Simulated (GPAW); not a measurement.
# Does Fe1 on Ru4 0001 carry moments in GPAW?

Wanted: the moments of Fe1 on Ru4 0001 and the energy gained by spin polarisation.

Method: PBE; plane waves with GPAW's PAW setups, scalar-relativistic, in GPAW 26.7.0.

### 1. Set-up

The cell holds 5 atoms: 4 Ru and 1 Fe. Cell: a = 2.706 Å, b = 2.706 Å, c = 20.437 Å, α = 90.0°, β = 90.0°, γ = 120.0°. ideal sites on the substrate's mesh, layer spacings from atomic volumes, unrelaxed, 12 A of vacuum. Vacuum lies along c.

### 2. Order 1, typed as ferro +

The parallel start comes first: it fits the smallest cell, keeps the most symmetry and shows whether parallel moments form.

order1.py

```python
import json
import numpy as np
from ase import Atoms
from ase.parallel import paropen, parprint
from gpaw import GPAW

atoms = Atoms(['Ru', 'Ru', 'Ru', 'Ru', 'Fe'],
    cell=[[2.706, 0.0, 0.0],
         [-1.353, 2.343465, 0.0],
         [0.0, 0.0, 20.436602]],
    scaled_positions=[[0.0, 0.0, 0.293591],
         [0.333333, 0.666667, 0.398532],
         [0.0, 0.0, 0.503472],
         [0.333333, 0.666667, 0.608413],
         [0.0, 0.0, 0.706409]],
    pbc=True,
    magmoms=[0.0, 0.0, 0.0, 0.0, 2.6])
atoms.calc = GPAW(mode={'name': 'pw', 'ecut': 450},
    xc='PBE',
    kpts={'size': (18, 18, 1), 'gamma': True},
    occupations={'name': 'fermi-dirac', 'width': 0.05},
    convergence={'density': 1e-05, 'energy': 1e-05},
    maxiter=200,
    mixer={'name': 'pulay', 'beta': 0.03, 'nmaxold': 8, 'weight': 100},
    symmetry={'tolerance': 1e-4},
    txt='order1.txt')
e = atoms.get_potential_energy(force_consistent=True)
res = {'free_energy': e, 'energy_sigma0': atoms.get_potential_energy(), 'fermi_energy': atoms.calc.get_fermi_level()}
res['moments'] = atoms.get_magnetic_moments().tolist()
res['total'] = atoms.get_magnetic_moment()
parprint('site moments (muB):', np.round(res['moments'], 3))
parprint(f"total moment: {res['total']:.3f} muB")
parprint(f'free energy: {e:.6f} eV')
atoms.calc.write('order1.gpw')
with paropen('results.json', 'w') as f:
    json.dump(res, f)
```

Launch:

```console
> OMP_NUM_THREADS=1 mpirun -n 4 gpaw python order1.py > order1.log
```

Numbers of over 12 decimals in the logs are rounded to 6 here.

The log of the run:

```text
site moments (muB): [-0.006  0.035 -0.086 -0.148  2.473]
total moment: 2.326 muB
free energy: -44.495435 eV

--- order1.txt ---
Input parameters:
  mode=PW(ecut=450),
  convergence={'density': 1e-05, 'energy': 1e-05},
  kpts=MonkhorstPack(size=(18, 18, 1), gamma=True),
  maxiter=200,
  mixer=Pulay(name='pulay', nmaxold=8, beta=0.03, weight=100, sigma=0.015, g_ss=None),
  occupations=Occupations(name='fermi-dirac', width=0.05),
  symmetry=Symmetry(tolerance=0.0001),
  xc=XC(name='PBE')

Diagonalizing LCAO Hamiltonian
Converting LCAO to pw mode

       Fe

        Ru

       Ru

        Ru

       Ru

Atoms  # Å, Bohr magnetons
|   | symbol |         x |        y |         z |    initial magnetic moments |
|---|--------|-----------|----------|-----------|-----------------------------|
| 0 |     Ru |  0.000000 | 0.000000 |  6.000002 | ( 0.0000,  0.0000,  0.0000) |
| 1 |     Ru | -0.000001 | 1.562311 |  8.144640 | ( 0.0000,  0.0000,  0.0000) |
| 2 |     Ru |  0.000000 | 0.000000 | 10.289257 | ( 0.0000,  0.0000,  0.0000) |
| 3 |     Ru | -0.000001 | 1.562311 | 12.433894 | ( 0.0000,  0.0000,  0.0000) |
| 4 |     Fe |  0.000000 | 0.000000 | 14.436600 | ( 0.0000,  0.0000,  2.6000) |

Unit cell  # Å
| periodic |         x |        y |         z |   lengths |     angles |
|----------|-----------|----------|-----------|-----------|------------|
|      yes |  2.706000 | 0.000000 |  0.000000 |  2.706000 |  90.000000 |
|      yes | -1.353000 | 2.343465 |  0.000000 |  2.706000 |  90.000000 |
|      yes |  0.000000 | 0.000000 | 20.436602 | 20.436602 | 119.999997 |

Number of symmetries: 6

BZ-sampling:
  Number of BZ points: 324
  Number of IBZ points: 37

  Monkhorst-Pack size: [18, 18, 1]
  Monkhorst-Pack shift: [0.027778, 0.027778, 0.0]

K-points  # in reciprocal-cell coordinates
|     |                                coordinates |     weight |
|-----|--------------------------------------------|------------|
|   0 | ( -0.00000000,  -0.00000000,   0.00000000) | 0.00308642 |
|   1 | (  0.05555556,  -0.00000000,   0.00000000) | 0.01851852 |
|   2 | (  0.11111111,  -0.05555556,   0.00000000) | 0.01851852 |
|   3 | (  0.11111111,  -0.00000000,   0.00000000) | 0.01851852 |
|   4 | (  0.16666667,  -0.05555556,   0.00000000) | 0.03703704 |
|   5 | (  0.16666667,  -0.00000000,   0.00000000) | 0.01851852 |
|   6 | (  0.22222222,  -0.11111111,   0.00000000) | 0.01851852 |
|   7 | (  0.22222222,  -0.05555556,   0.00000000) | 0.03703704 |
|   8 | (  0.22222222,  -0.00000000,   0.00000000) | 0.01851852 |
|   9 | (  0.27777778,  -0.11111111,   0.00000000) | 0.03703704 |
| ... |                                            |            |
|  36 | (  0.50000000,   0.50000000,   0.00000000) | 0.00925926 |

Plane wave coefficients: 2838
Cutoff: 450.000000 eV

Spin-components: 2 (collinear spins)
Bands:           49
Projectors:      30
Spin-degeneracy: 1
Datatype:        complex128

Parallelization:
  kpt:    4
  domain: 1
  band:   1

Density:
  Valence electrons: 72.0
  Components: 2
  Grid points: [ 14  14 100]
  Charge: 0.0  # |e|

Potential:
  Grid points: [ 14  14 100]

species:
  Ru:
    name:    Ruthenium
    Z:       44.0
    valence: 16
    core:    28
    charge:  0.0  # [|e|]
    compensation charges:
      type: gauss
      rc: 0.39  # [Å]
      lmax: 2
    cutoffs:
      filter: 2.16  # [Å]
      core: 1.30  # [Å]
    projectors
    | kind |    occ | energy [eV] | rcut [Å] |
    |------|--------|-------------|----------|
    |   4s |  2.000 |     -76.316 |    1.281 |
    |   5s |  1.000 |      -4.236 |    1.281 |
    |   4p |  6.000 |     -46.423 |    1.286 |
    |   5p |  0.000 |      -0.913 |    1.286 |
    |   4d |  7.000 |      -5.203 |    1.254 |
    |    d |        |      22.008 |    1.254 |

    Using partial waves for Ru as LCAO basis

  Fe:
    name:    Iron
    Z:       26.0
    valence: 8
    core:    18
    charge:  0.0  # [|e|]
    compensation charges:
      type: gauss
      rc: 0.33  # [Å]
      lmax: 2
    cutoffs:
      filter: 2.06  # [Å]
      core: 2.67  # [Å]
    projectors
    | kind |    occ | energy [eV] | rcut [Å] |
    |------|--------|-------------|----------|
    |   4s |  2.000 |      -5.291 |    1.164 |
    |   4p |  0.000 |      -1.326 |    1.058 |
    |   3d |  6.000 |      -7.505 |    1.058 |
    |    s |        |      21.920 |    1.164 |
    |    p |        |      25.885 |    1.058 |
    |    d |        |      19.706 |    1.058 |

    Using partial waves for Fe as LCAO basis

Reference energy: -527599.954532  # eV

eigensolver:
  PPCG
  Converge bands: occupied
  niter=2

density mixing:
  Pulay-Mixer
  Linear mixing parameters: 0.03
  Old densities: 8
  Fourier metric: weight=100, sigma=0.015

occupation numbers:
  Fermi-Dirac:
    width: 0.0500  # eV

poisson solver:
  ecut: 3600.000000  # eV

xc functional:
  name: PBE with 2 nearest neighbor stencil

convergence criteria:
- Maximum integral of absolute [dens]ity change: 1e-05 electrons / valence electron
- Maximum [total energy] change in last 3 cyles: 1e-05 eV / valence electron
- Maximum integral of absolute [eigenst]ate change: 4e-08 eV^2 / valence electron
maximum number of iterations: 200

SCF iterations
|iter     |      energy | eigst |  dens |  magmom |
|---------|-------------|-------|-------|---------|
|iter:   1|       0s |  -51.717404 | +0.25 |       |  +2.6038|
|iter:   2|       2s |  -65.614704 | -1.00 | -0.79 |  +2.5468|
|iter:   3|       5s |  -47.691058 | -1.26 | -0.65 |  +2.5336|
|iter:   4|       8s |  -46.843890 | -2.41 | -0.99 |  +2.5095|
|iter:   5|      11s |  -46.127753 | -2.32 | -1.09 |  +2.4833|
|iter:   6|      13s |  -44.793806 | -1.40 | -1.17 |  +2.4158|
|iter:   7|      16s |  -44.513025 | -1.80 | -1.42 |  +2.3706|
|iter:   8|      19s |  -44.472298 | -2.58 | -1.62 |  +2.3576|
|iter:   9|      22s |  -44.491308 | -2.99 | -1.74 |  +2.3306|
|iter:  10|      24s |  -44.449682 | -3.85 | -1.68 |  +2.3340|
[... 28 iterations left out ...]
|iter:  39|     100s |  -44.471321c| -7.82c| -4.31 |  +2.3256|
|iter:  40|     101s |  -44.471320c| -7.63c| -4.48 |  +2.3256|
|iter:  41|     103s |  -44.471320c| -8.09c| -4.65 |  +2.3257|
|iter:  42|     104s |  -44.471321c| -7.98c| -4.67 |  +2.3256|
|iter:  43|     106s |  -44.471321c| -8.30c| -4.76 |  +2.3256|
|iter:  44|     107s |  -44.471322c| -8.71c| -4.84 |  +2.3256|
|iter:  45|     108s |  -44.471321c| -8.43c| -4.88 |  +2.3256|
|iter:  46|     110s |  -44.471321c| -8.77c| -4.95 |  +2.3257|
|iter:  47|     111s |  -44.471319c| -8.37c| -4.97 |  +2.3260|
|iter:  48|     112s |  -44.471319c| -8.86c| -5.17c|  +2.3260|

Converged in 48 steps
Energy contributions relative to reference atoms: (reference = -527599.954532)

Energy contributions:
  Kinetic:          -8.667109
  Coulomb:          -5.507978
  Zero:             -0.653553
  External:          0.000000
  Xc:              -29.618563
  Entropy:          -0.048232
  Spinorbit:         0.000000
  ----------------------------
  Free energy:     -44.495435
  Extrapolated:    -44.471319

dipole moment: (-19.167291, -18.377857, 0.046979)  # |e|*Ang

Total magnetic moment: (0.000000, 0.000000, 2.325984)

Local magnetic moments
|        x |        y |         z |
|----------|----------|-----------|
| 0.000000 | 0.000000 | -0.006002 |  # Ru   0
| 0.000000 | 0.000000 |  0.035149 |  # Ru   1
| 0.000000 | 0.000000 | -0.086168 |  # Ru   2
| 0.000000 | 0.000000 | -0.148339 |  # Ru   3
| 0.000000 | 0.000000 |  2.473190 |  # Fe   4

Fermi level: 4.280
Eigenvalues  # (at kpt = [-0.000, -0.000, 0.000])
| band index |      eig [eV] | occ [0-1] |      eig [eV] | occ [0-1] |
|------------|---------------|-----------|---------------|-----------|
|          0 |       -68.922 |     1.000 |       -68.908 |     1.000 |
|        ... |               |           |               |           |
|         30 |         2.138 |     1.000 |         2.314 |     1.000 |
|         31 |         2.138 |     1.000 |         2.867 |     1.000 |
|         32 |         2.363 |     1.000 |         3.234 |     1.000 |
|         33 |         2.363 |     1.000 |         3.234 |     1.000 |
|         34 |         2.908 |     1.000 |         3.929 |     0.999 |
|         35 |         2.910 |     1.000 |         3.929 |     0.999 |
|         36 |         2.910 |     1.000 |         4.175 |     0.892 |
|         37 |         3.596 |     1.000 |         4.599 |     0.002 |
|         38 |         3.596 |     1.000 |         4.630 |     0.001 |
|         39 |         4.472 |     0.021 |         4.630 |     0.001 |
|         40 |         4.523 |     0.008 |         5.187 |     0.000 |
|         41 |         4.523 |     0.008 |         5.187 |     0.000 |
|         42 |         5.205 |     0.000 |         5.409 |     0.000 |
|         43 |         5.205 |     0.000 |         5.411 |     0.000 |
|         44 |         5.334 |     0.000 |         5.411 |     0.000 |
|         45 |         5.420 |     0.000 |         5.790 |     0.000 |
|        ... |               |           |               |           |
|         48 |         9.521 |     0.000 |         9.611 |     0.000 |

No gap
No difference between direct/indirect transitions
```

It took 2 min on 4 MPI ranks of Intel Xeon at 2.60GHz (Ice Lake), shared host; peak memory 1 GiB.

Spin moment in the augmentation sphere by atom:

```tsv
atom	spin moment in the augmentation sphere (μB)
Ru1	-0.01
Ru2	0.04
Ru3	-0.09
Ru4	-0.15
Fe5	2.47
```

Read from the output:

| Quantity | Value |
| --- | --- |
| magnetization | 2.326 μB |
| final state | ferromagnetic |

After 48 cycles the largest moment stands at 2.47 μB.

### 3. Order 2, typed as no spin polarisation

This run holds no moments, which gives a state to set the others against.

nospin.py is the script of step 2 with these lines changed:

```diff
@@ -15,4 +15,3 @@
          [0.0, 0.0, 0.706409]],
-    pbc=True,
-    magmoms=[0.0, 0.0, 0.0, 0.0, 2.6])
+    pbc=True)
 atoms.calc = GPAW(mode={'name': 'pw', 'ecut': 450},
@@ -25,11 +24,7 @@
     symmetry={'tolerance': 1e-4},
-    txt='order1.txt')
+    txt='nospin.txt')
 e = atoms.get_potential_energy(force_consistent=True)
 res = {'free_energy': e, 'energy_sigma0': atoms.get_potential_energy(), 'fermi_energy': atoms.calc.get_fermi_level()}
-res['moments'] = atoms.get_magnetic_moments().tolist()
-res['total'] = atoms.get_magnetic_moment()
-parprint('site moments (muB):', np.round(res['moments'], 3))
-parprint(f"total moment: {res['total']:.3f} muB")
 parprint(f'free energy: {e:.6f} eV')
-atoms.calc.write('order1.gpw')
+atoms.calc.write('nospin.gpw')
 with paropen('results.json', 'w') as f:
```

Launch:

```console
> OMP_NUM_THREADS=1 mpirun -n 4 gpaw python nospin.py > nospin.log
```

The log of the run:

```text
free energy: -44.159887 eV

--- nospin.txt ---
Input parameters:
  mode=PW(ecut=450),
  convergence={'density': 1e-05, 'energy': 1e-05},
  kpts=MonkhorstPack(size=(18, 18, 1), gamma=True),
  maxiter=200,
  mixer=Pulay(name='pulay', nmaxold=8, beta=0.03, weight=100, sigma=0.015, g_ss=None),
  occupations=Occupations(name='fermi-dirac', width=0.05),
  symmetry=Symmetry(tolerance=0.0001),
  xc=XC(name='PBE')

Diagonalizing LCAO Hamiltonian
Converting LCAO to pw mode

       Fe

        Ru

       Ru

        Ru

       Ru

Atoms  # Å, Bohr magnetons
|   | symbol |         x |        y |         z |    initial magnetic moments |
|---|--------|-----------|----------|-----------|-----------------------------|
| 0 |     Ru |  0.000000 | 0.000000 |  6.000002 | ( 0.0000,  0.0000,  0.0000) |
| 1 |     Ru | -0.000001 | 1.562311 |  8.144640 | ( 0.0000,  0.0000,  0.0000) |
| 2 |     Ru |  0.000000 | 0.000000 | 10.289257 | ( 0.0000,  0.0000,  0.0000) |
| 3 |     Ru | -0.000001 | 1.562311 | 12.433894 | ( 0.0000,  0.0000,  0.0000) |
| 4 |     Fe |  0.000000 | 0.000000 | 14.436600 | ( 0.0000,  0.0000,  0.0000) |

Unit cell  # Å
| periodic |         x |        y |         z |   lengths |     angles |
|----------|-----------|----------|-----------|-----------|------------|
|      yes |  2.706000 | 0.000000 |  0.000000 |  2.706000 |  90.000000 |
|      yes | -1.353000 | 2.343465 |  0.000000 |  2.706000 |  90.000000 |
|      yes |  0.000000 | 0.000000 | 20.436602 | 20.436602 | 119.999997 |

Number of symmetries: 6

BZ-sampling:
  Number of BZ points: 324
  Number of IBZ points: 37

  Monkhorst-Pack size: [18, 18, 1]
  Monkhorst-Pack shift: [0.027778, 0.027778, 0.0]

Plane wave coefficients: 2838
Cutoff: 450.000000 eV

Spin-components: 1 (collinear spins)
Bands:           48
Projectors:      30
Spin-degeneracy: 2
Datatype:        complex128

Parallelization:
  kpt:    4
  domain: 1
  band:   1

Density:
  Valence electrons: 72.0
  Components: 1
  Grid points: [ 14  14 100]
  Charge: 0.0  # |e|

Potential:
  Grid points: [ 14  14 100]

[... setups left out ...]
Reference energy: -527599.954532  # eV

eigensolver:
  PPCG
  Converge bands: occupied
  niter=2

density mixing:
  Pulay-Mixer
  Linear mixing parameters: 0.03
  Old densities: 8
  Fourier metric: weight=100, sigma=0.015

occupation numbers:
  Fermi-Dirac:
    width: 0.0500  # eV

poisson solver:
  ecut: 3600.000000  # eV

xc functional:
  name: PBE with 2 nearest neighbor stencil

convergence criteria:
- Maximum integral of absolute [dens]ity change: 1e-05 electrons / valence electron
- Maximum [total energy] change in last 3 cyles: 1e-05 eV / valence electron
- Maximum integral of absolute [eigenst]ate change: 4e-08 eV^2 / valence electron
maximum number of iterations: 200

SCF iterations
|iter     |      energy | eigst |  dens |
|---------|-------------|-------|-------|
|iter:   1|       0s |  -53.010129 | +0.24 |       |
|iter:   2|       1s |  -70.987710 | -0.89 | -0.86 |
|iter:   3|       3s |  -47.597401 | -1.14 | -0.66 |
|iter:   4|       4s |  -46.544649 | -1.89 | -1.01 |
|iter:   5|       5s |  -47.435419 | -1.81 | -1.14 |
|iter:   6|       7s |  -45.700659 | -1.93 | -1.00 |
|iter:   7|       8s |  -45.641874 | -0.87 | -1.16 |
|iter:   8|       9s |  -44.293694 | -1.98 | -1.22 |
|iter:   9|      11s |  -44.171644 | -2.75 | -1.66 |
|iter:  10|      12s |  -44.156313 | -3.57 | -1.88 |
[... 15 iterations left out ...]
|iter:  26|      34s |  -44.130568c| -7.33 | -4.08 |
|iter:  27|      35s |  -44.130570c| -7.44c| -4.15 |
|iter:  28|      36s |  -44.130574c| -7.62c| -4.24 |
|iter:  29|      38s |  -44.130573c| -7.97c| -4.43 |
|iter:  30|      38s |  -44.130572c| -7.51c| -4.53 |
|iter:  31|      39s |  -44.130572c| -7.91c| -4.61 |
|iter:  32|      40s |  -44.130572c| -7.81c| -4.66 |
|iter:  33|      40s |  -44.130573c| -7.79c| -4.75 |
|iter:  34|      41s |  -44.130572c| -8.14c| -4.95 |
|iter:  35|      42s |  -44.130572c| -8.28c| -5.06c|

Converged in 35 steps
Energy contributions relative to reference atoms: (reference = -527599.954532)

Energy contributions:
  Kinetic:         -20.096182
  Coulomb:           3.664810
  Zero:             -0.622498
  External:          0.000000
  Xc:              -27.047387
  Entropy:          -0.058630
  Spinorbit:         0.000000
  ----------------------------
  Free energy:     -44.159887
  Extrapolated:    -44.130572

dipole moment: (-19.189116, -18.388641, 0.022938)  # |e|*Ang

Fermi level: 4.201
Eigenvalues  # (at kpt = [-0.000, -0.000, 0.000])
| band index |      eig [eV] | occ [0-2] |
|------------|---------------|-----------|
|          0 |       -68.970 |     2.000 |
|        ... |               |           |
|         31 |         2.668 |     2.000 |
|         32 |         2.905 |     2.000 |
|         33 |         2.905 |     2.000 |
|         34 |         3.170 |     2.000 |
|         35 |         3.425 |     2.000 |
|         36 |         3.425 |     2.000 |
|         37 |         4.027 |     1.939 |
|         38 |         4.027 |     1.939 |
|         39 |         4.535 |     0.003 |
|         40 |         4.638 |     0.000 |
|         41 |         4.638 |     0.000 |
|         42 |         5.146 |     0.000 |
|         43 |         5.146 |     0.000 |
|         44 |         5.334 |     0.000 |
|         45 |         5.334 |     0.000 |
|         46 |         5.346 |     0.000 |
|         47 |         8.738 |     0.000 |

No gap
No difference between direct/indirect transitions
```

Run time: 48 s. Hardware: 4 MPI ranks; peak memory 0.88 GiB; 3.2 min of CPU time.

Numbers from this step:

```
final state : non-magnetic (no spin polarisation)
```

It lies 336 meV a seeded atom over the first start.

### 4. Ranking

These are free energies at a smearing of 0.05 eV, so its entropy term is in the differences. They are divided by the number of seeded atoms, so that cells of unlike size compare.

Orders:

```tsv
start	final state	typed order kept	energy over the lowest (meV a seeded atom)	largest site moment (μB)	net moment (μB a primitive cell)	mesh matched	CPU time (s)
ferro +	ferromagnetic	yes	0	2.473	2.326	yes	490
no spin polarisation	non-magnetic	-	335.5	0	0	yes	192.1
```

### 5. What came out

```yaml
lower_run: with moments
largest_site_moment: 2.47 μB
energy_gained_by_spin_polarisation: 336 meV a seeded atom
```

**Reading.** The crystal holds moments, up to 2.47 μB, and gains 336 meV a seeded atom by them. No antiferromagnetic order was tried, so the session says nothing on how the moments order.

[Logs and program files are shortened in this print: banners, set-up blocks, solver, clock and traceback lines can be left out without a mark of their own.]

[Logs are printed without paths, hosts, clocks, repeated set-up lines and the standing remarks that a program may print on its own settings, such as how far it seeks lower states.]

[Hosts, paths, dates, database ids (printed as entryN), source tags and the programs' standing remarks are cut or masked in the printed files.]

[Where a cell is said to come from a database of computed structures, the database is the Materials Project.]
